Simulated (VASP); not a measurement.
# InSb (F-43m) in VASP: notebook

One crystal, InSb, is run at these levels: PBEsol, LDA; tasks: relaxation of cell and atoms.

All numbers are computed with VASP 6.6.1; they aren't measurements. Logs are shortened: lines on timing, memory, paths and dates and some standing lists are left out, and cuts for length are marked.

**1. The crystal as given**

The structure is cubic, space group F-43m (No. 216). The conventional cell has a = 6.633 Å, b = 6.633 Å, c = 6.633 Å, α = 90.00°, β = 90.00°, γ = 90.00°. Around In (site symmetry -43m) lie 4 Sb at 2.87 Å. Sb (site symmetry -43m) is surrounded by 4 In at 2.87 Å.

The cell is a database's computed one.

**2. Relaxation of cell and atoms, PBEsol**

File INCAR:

```
SYSTEM = InSb
ALGO     = Normal         ! electronic algorithm
EDIFF    = 1E-6           ! SCF threshold, eV
EDIFFG   = -0.02          ! ionic threshold
ENCUT    = 600            ! plane-wave cutoff, eV
GGA      = PS             ! functional
IBRION   = 2              ! ionic algorithm
ISIF     = 3              ! what is computed and relaxed
ISMEAR   = 0              ! smearing method
KPAR     = 4            
LASPH    = .True.         ! aspherical terms in the spheres
LCHARG   = .False.        ! write CHGCAR
LREAL    = .False.        ! projectors in reciprocal space
LWAVE    = .False.        ! write WAVECAR
NELM     = 100            ! most SCF steps
NSW      = 60             ! ionic steps
PREC     = Accurate       ! precision mode
SIGMA    = 0.02           ! smearing width, eV
```

File KPOINTS:

```
k-points
0
Gamma
  9 9 9
  0 0 0
```

File POSCAR:

```
InSb
1.0
    0.0000000000      3.3166107100      3.3166107100
    3.3166107100      0.0000000000      3.3166107100
    3.3166107100      3.3166107100      0.0000000000
In Sb
1 1
Direct
    0.2500000000      0.2500000000      0.2500000000
    0.0000000000      0.0000000000      0.0000000000
```

Potentials or basis: VASP PAW PBE potentials, release 64 (In_d, Sb).

Command:

```console
$ cat potpaw_PBE.64/In_d/POTCAR potpaw_PBE.64/Sb/POTCAR > POTCAR
$ mpirun -np 4 vasp_std > vasp.out
```

OUTCAR:

```text
SYSTEM = InSb
   EDIFF = 1E-6
   EDIFFG = -0.02
   ENCUT = 600
   GGA = PS
   IBRION = 2
   ISIF = 3
   ISMEAR = 0
   LASPH = .True.
   LREAL = .False.
   NELM = 100
   NSW = 60
   PREC = Accurate

 ion  position               nearest neighbor table
   1  0.250  0.250  0.250-   2 2.87   2 2.87   2 2.87   2 2.87
   2  0.000  0.000  0.000-   1 2.87   1 2.87   1 2.87   1 2.87

  LATTYP: Found a face centered cubic cell.
 ALAT       =     6.6332214200

  Lattice vectors:

 A1 = (   0.0000000000,   3.3166107100,   3.3166107100)
 A2 = (   3.3166107100,   0.0000000000,   3.3166107100)
 A3 = (   3.3166107100,   3.3166107100,   0.0000000000)

Analysis of symmetry for initial positions (statically):
=====================================================================
 Subroutine PRICEL returns:
 Original cell was already a primitive cell.

 Routine SETGRP: Setting up the symmetry group for a
 face centered cubic supercell.

 Subroutine GETGRP returns: Found 24 space group operations
 (whereof 24 operations were pure point group operations)
 out of a pool of 48 trial point group operations.

The static configuration has the point symmetry T_d .

Analysis of symmetry for dynamics (positions and initial velocities):
=====================================================================
 Subroutine PRICEL returns:
 Original cell was already a primitive cell.

 Routine SETGRP: Setting up the symmetry group for a
 face centered cubic supercell.

 Subroutine GETGRP returns: Found 24 space group operations
 (whereof 24 operations were pure point group operations)
 out of a pool of 48 trial point group operations.

The dynamic configuration has the point symmetry T_d .

 Subroutine INISYM returns: Found 24 space group operations
 (whereof 24 operations are pure point group operations),
 and found     1 'primitive' translations

----------------------------------------------------------------------------------------

                                     Primitive cell

  volume of cell :      72.9648

  direct lattice vectors                    reciprocal lattice vectors
     0.000000000  3.316610710  3.316610710    -0.150756312  0.150756312  0.150756312
     3.316610710  0.000000000  3.316610710     0.150756312 -0.150756312  0.150756312
     3.316610710  3.316610710  0.000000000     0.150756312  0.150756312 -0.150756312

  length of vectors
     4.690395847  4.690395847  4.690395847     0.261117592  0.261117592  0.261117592

  position of ions in fractional coordinates (direct lattice)
     0.250000000  0.250000000  0.250000000
     0.000000000  0.000000000  0.000000000

  ion indices of the primitive-cell ions
   primitive index   ion index
                 1           1
                 2           2

----------------------------------------------------------------------------------------

 KPOINTS: k-points

Automatic generation of k-mesh.
 Grid dimensions read from file:
 generate k-points for:    9    9    9

 Generating k-lattice:

  Cartesian coordinates                     Fractional coordinates (reciprocal lattice)
    -0.016750701  0.016750701  0.016750701     0.111111111  0.000000000  0.000000000
     0.016750701 -0.016750701  0.016750701     0.000000000  0.111111111  0.000000000
     0.016750701  0.016750701 -0.016750701     0.000000000  0.000000000  0.111111111

  Length of vectors
     0.029013066  0.029013066  0.029013066

  Shift w.r.t. Gamma in fractional coordinates (k-lattice)
     0.000000000  0.000000000  0.000000000

 Subroutine IBZKPT returns following result:
 ===========================================

 Found     35 irreducible k-points:

 Following reciprocal coordinates:
            Coordinates               Weight
  0.000000  0.000000  0.000000      1.000000
  0.111111  0.000000  0.000000      8.000000
  0.222222  0.000000  0.000000      8.000000
  0.333333  0.000000  0.000000      8.000000
  0.444444  0.000000  0.000000      8.000000
  0.111111  0.111111  0.000000      6.000000
[... 16 lines left out ...]
 -0.333333  0.333333  0.000000     12.000000
  0.444444  0.444444  0.000000      6.000000
 [... further k-points ...]
   k-points           NKPTS =     35   k-points in BZ     NKDIM =     35   number of bands    NBANDS=     13
   number of dos      NEDOS =    301   number of ions     NIONS =      2
   total plane-waves  NPLWV =  64000
   dimension x,y,z NGX =    40 NGY =   40 NGZ =   40
   dimension x,y,z NGXF=    80 NGYF=   80 NGZF=   80
   ions per type =               1   1
   NGX,Y,Z   is equivalent  to a cutoff of  14.18, 14.18, 14.18 a.u.
   NGXF,Y,Z  is equivalent  to a cutoff of  28.36, 28.36, 28.36 a.u.
 SYSTEM =  InSb
   PREC   = accura    normal or accurate (medium, high low for compatibility)
   ISTART =      0    job   : 0-new  1-cont  2-samecut
   ICHARG =      2    charge: 1-file 2-atom 10-const
   ISPIN  =      1    spin polarized calculation?
   LNONCOLLINEAR =      F non collinear calculations
   LSORBIT =      F    spin-orbit coupling
   LASPH  =      T    aspherical Exc in radial PAW
   ENCUT  =  600.0 eV  44.10 Ry    6.64 a.u.   9.37  9.37  9.37*2*pi/ulx,y,z
   NELM   =    100;   NELMIN=  2; NELMDL= -5     # of ELM steps
   EDIFF  = 0.1E-05   stopping-criterion for ELM
   LREAL  =      F    real-space projection
   EDIFFG = -.2E-01   stopping-criterion for IOM
   NSW    =     60    number of steps for IOM
   IBRION =      2    ionic relax: 0-MD 1-quasi-New 2-CG
   NFREE  =      1    steps in history (QN), initial steepest desc. (CG)
   ISIF   =      3    stress and relaxation
   ISYM   =      2    0-nonsym 1-usesym 2-fastsym
   POTIM  = 0.5000    time-step for ionic-motion
   TEBEG  =    0.0;   TEEND  =   0.0 temperature during run
   PSTRESS=    0.0 pullay stress
   NELECT =      18.0000    total number of electrons
   NUPDOWN=      -1.0000    fix difference up-down
   EMIN   =  10.00;   EMAX   =-10.00  energy-range for DOS
   EFERMI =   0.00;   METHOD = LEGACY
   ISMEAR =     0;   SIGMA  =   0.02  broadening in eV -4-tet -1-fermi 0-gaus
   EFERMI_NEDOS =   21; number of points for ismear=-14 and -15
   IALGO  =     38    algorithm
   IMIX   =      4    mixing-type and parameters
     AMIX     =   0.40;   BMIX     =  1.00
     AMIX_MAG =   1.60;   BMIX_MAG =  1.00
  volume/ion in A,a.u.               =      36.48       246.20
  Fermi-wavevector in a.u.,A,eV,Ry     =   1.026742  1.940260 14.343239  1.054198
  Thomas-Fermi vector in A             =   2.160650
   LORBIT       =      0    0 simple, 1 ext, 2 COOP (PROOUT), +10 PAW based schemes
   GGA     = PS    functional components
   LHFCALC =     F    Hartree Fock is set to
   AEXX    =    0.0000 exact exchange contribution
   IVDW    =     0    specifies the selected vdW correction
   LEPSILON=     F    determine dielectric tensor
   LRPA    =     F    only Hartree local field effects (RPA)
 conjugate gradient relaxation of ions
 non-spin polarized calculation
 Gauss-broadening in eV      SIGMA  =   0.02
  energy-cutoff  :      600.00
  volume of cell :       72.96
 maximum number of plane-waves:      2454
 NGX is ok and might be reduce to    40
   NGX = 19   NGY = 19   NGZ = 19

--------------------------------------- Ionic step        1  -------------------------------------------

 number of electron      18.0000000 magnetization

 Free energy of the ion-electron system (eV)
  ---------------------------------------------------
  ext. energy  EPLUGINS =         0.00000000
  ---------------------------------------------------
  free energy    TOTEN  =        -7.67575436 eV

  energy without entropy =       -7.67571204  energy(sigma->0) =       -7.67573320

 E-fermi :   4.2531     XC(G=0):  -8.5712

 val. band max:        4.2470230902   @ k =   0.0000   0.0000   0.0000
 cond. band min:       4.6202594539   @ k =   0.4444   0.0000   0.0000
 fundamental gap:      0.3732363638
 Fermi energy:         4.2531144530

 k-point     1 :       0.0000    0.0000    0.0000
  band No.  band energies     occupation
      1     -10.1573      2.00000
      2     -10.1573      2.00000
      3     -10.1573      2.00000
      4     -10.0891      2.00000
      5     -10.0891      2.00000
      6      -6.0746      2.00000
      7       3.5933      2.00000
      8       4.2470      1.33333
      9       4.2470      1.33333
     10       4.2470      1.33333
     11       7.1827      0.00000
     12       7.1827      0.00000
     13       7.1827      0.00000

 k-point     2 :       0.1111    0.0000    0.0000
  band No.  band energies     occupation
      1     -10.1617      2.00000
      2     -10.1553      2.00000
      3     -10.1553      2.00000
      4     -10.0892      2.00000
      5     -10.0892      2.00000
      6      -5.9733      2.00000
      7       2.4662      2.00000
      8       4.0967      2.00000
      9       4.0967      2.00000
     10       4.8879      0.00000
     11       7.3841      0.00000
[... 412 lines left out ...]
 POSITION                                       TOTAL-FORCE (eV/Angst)
 -----------------------------------------------------------------------------------
      1.62307      1.62307      1.62307        -0.000000      0.000000      0.000000
      6.49230      6.49230      6.49230         0.000000     -0.000000     -0.000000
 -----------------------------------------------------------------------------------
    total drift:                                0.000000      0.000000      0.000000

  FREE ENERGIE OF THE ION-ELECTRON SYSTEM (eV)
  ---------------------------------------------------
  free  energy   TOTEN  =        -7.6971508431 eV

  energy  without entropy=       -7.6971085214  energy(sigma->0) =       -7.69712968

--------------------------------------- Ionic step        3  -------------------------------------------

 number of electron      17.9999999 magnetization

 Free energy of the ion-electron system (eV)
  ---------------------------------------------------
  ext. energy  EPLUGINS =         0.00000000
  ---------------------------------------------------
  free energy    TOTEN  =        -7.69882327 eV

  energy without entropy =       -7.69878095  energy(sigma->0) =       -7.69880211

 E-fermi :   4.7649     XC(G=0):  -8.7859

 val. band max:        4.7588554792   @ k =   0.0000   0.0000   0.0000
 cond. band min:       5.2153193818   @ k =   0.4444   0.0000   0.0000
 fundamental gap:      0.4564639026
 Fermi energy:         4.7649468493

 k-point     1 :       0.0000    0.0000    0.0000
  band No.  band energies     occupation
      1      -9.7418      2.00000
      2      -9.7418      2.00000
      3      -9.7418      2.00000
      4      -9.6607      2.00000
      5      -9.6607      2.00000
      6      -5.8677      2.00000
      7       4.3872      2.00000
      8       4.7589      1.33333
      9       4.7589      1.33333
     10       4.7589      1.33333
     11       7.6919      0.00000
     12       7.6919      0.00000
     13       7.6919      0.00000

 k-point     2 :       0.1111    0.0000    0.0000
  band No.  band energies     occupation
      1      -9.7472      2.00000
      2      -9.7394      2.00000
      3      -9.7394      2.00000
      4      -9.6608      2.00000
      5      -9.6608      2.00000
      6      -5.7582      2.00000
      7       3.0497      2.00000
      8       4.5936      2.00000
      9       4.5936      2.00000
     10       5.5441      0.00000
     11       7.9217      0.00000
[... 376 lines left out ...]
 POSITION                                       TOTAL-FORCE (eV/Angst)
 -----------------------------------------------------------------------------------
      1.63031      1.63031      1.63031         0.000000      0.000000     -0.000000
      0.00000      0.00000      0.00000        -0.000000     -0.000000      0.000000
 -----------------------------------------------------------------------------------
    total drift:                                0.000000      0.000000      0.000000

  FREE ENERGIE OF THE ION-ELECTRON SYSTEM (eV)
  ---------------------------------------------------
  free  energy   TOTEN  =        -7.6988232740 eV

  energy  without entropy=       -7.6987809523  energy(sigma->0) =       -7.69880211

 reached required accuracy - stopping structural energy minimisation
```

It took 28 s on 4 MPI ranks of Intel Xeon 6975P-C (Granite Rapids), shared host; peak memory 0.25 GiB.

Results:

```
Free energy                            : -7.6988 eV
Relaxed volume                         : 34.67 Å³/atom
Relaxed cell                           : a = 4.611 Å, b = 4.611 Å, c = 4.611 Å, α = 60.00°, β = 60.00°, γ = 60.00°
Space group after relaxing (to 0.05 Å) : F-43m (No. 216)
Energy gained by relaxing              : 11.5 meV/atom
Ionic steps                            : 3
Pressure after relaxing                : 0.0 GPa
Band gap on the k mesh                 : none (metal or under the smearing width)
```

The path:
| step | energy change (eV) | largest force (eV/Å) | pressure (GPa) | volume (Å³) |
| --- | --- | --- | --- | --- |
| 1 | 0.0000 | 0.0000 | -1.93 | 72.96 |
| 2 | -0.0214 | 0.0000 | 0.60 | 68.41 |
| 3 | -0.0231 | 0.0000 | 0.02 | 69.33 |

Final structure:
```yaml
crystal:
  lattice:
    - [0.00000, 3.26061, 3.26061]
    - [3.26061, 0.00000, 3.26061]
    - [3.26061, 3.26061, 0.00000]
  atoms:
    - { symbol: In, position: [0.25000, 0.25000, 0.25000] }
    - { symbol: Sb, position: [0.00000, 0.00000, 0.00000] }
```

Caveat: the PAW data sets were made with another functional, which shifts forces and pressure a little; this crystal is a semiconductor, whose small gap the functional closes, so the metal is an error of the method. Spin-orbit coupling is left out, which matters for the levels of Sb.

(Continued in part 2 of 2.)
